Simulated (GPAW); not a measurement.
# TiO: single point with LDA+U

Crystal: TiO.

```xyz
2
Lattice="0.0000 2.4693 2.4693 2.4693 0.0000 2.4693 2.4693 2.4693 0.0000" Properties=species:S:1:pos:R:3 pbc="T T T"
Ti    0.0000    0.0000    0.0000
O     1.2346    1.2346    1.2346
```

The cell comes from a database or a generator and needn't be the stable form of this composition.

| Property | Result |
| --- | --- |
| Program | GPAW 26.7.0 |
| Task | single point |
| Functional | LDA |
| Potentials or basis | the program's PAW data sets (release 1.2.1) made for this functional |
| Cutoff | 800 eV |
| Basis | pw |
| k mesh | 7 × 7 × 7 |
| Occupations | gaussian, width 0.05 eV |
| Spin | collinear spin, random start |
| Starting moments | [-0.05, 0.0] μB |
| Hubbard terms | Ti d U = 5 eV |
| Maxiter | 150 |

```
Pressure               : -25.8 GPa
Band gap on the k mesh : 0.10 eV, indirect (least direct gap 0.40 eV)
Net moment             : 0.00 μB per cell
```

Levels at points of the mesh, in eV from the valence-band top:
Spin up:
| k point | band 7 | band 8 | band 9 | band 10 | band 11 | band 12 |
| --- | --- | --- | --- | --- | --- | --- |
| (0.00, 0.00, 0.00) | -6.33 | -6.33 | -1.82 | 1.08 | 1.08 | 2.14 |
Spin down:
| k point | band 7 | band 8 | band 9 | band 10 | band 11 | band 12 |
| --- | --- | --- | --- | --- | --- | --- |
| (0.00, 0.00, 0.00) | -6.33 | -6.33 | -1.82 | 1.08 | 1.08 | 2.14 |

Wall time 25 s on 1 thread of Intel(R) Xeon(R) Platinum 8488C (Sapphire Rapids), on a shared host, peak memory 0.18 GiB.

Caveat: an odd mesh through Γ misses points on the zone boundary, where band edges often lie.
